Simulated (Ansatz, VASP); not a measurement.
# C: VASP beside Ansatz

```
CELL_PARAMETERS angstrom
0.00000 1.85474 1.71206
1.85474 0.00000 1.71206
1.85474 1.85474 0.00000
ATOMIC_POSITIONS crystal
C 0.50000 0.50000 0.50000
C 0.75000 0.75000 0.75000
```

Change from the starting cell: strain +0.040 along x and y, -0.040 along z, atoms carried along.

Alike in both runs: task single point; functional PBE; k mesh 12 × 12 × 12; occupations gaussian, width 0.05 eV; no spin polarisation.

|  | VASP | Ansatz |
| --- | --- | --- |
| version | VASP 6.6.1 | Ansatz 0.2.0 |
| potentials or method | VASP PAW PBE potentials, release 64 (C) | scalar-relativistic, plane waves, PAW |
| plane-wave cutoff (eV) | 520 | 420 |
| valence electrons in the cell | 8 | 8 |

Ansatz gave:

| Quantity | Value |
| --- | --- |
| gap on the k mesh at the Fermi level (eV) | 2.17 |
| least direct gap on the mesh (eV) | 4.18 |
| pressure (GPa) | -13.5 |
| largest component of the traceless stress (GPa) | 43.70 |

Task: Which values does VASP return?

Result: gap on the k mesh at the Fermi level (eV): 2.16; least direct gap on the mesh (eV): 4.18; pressure (GPa): -13.0; largest component of the traceless stress (GPa): 43.67.
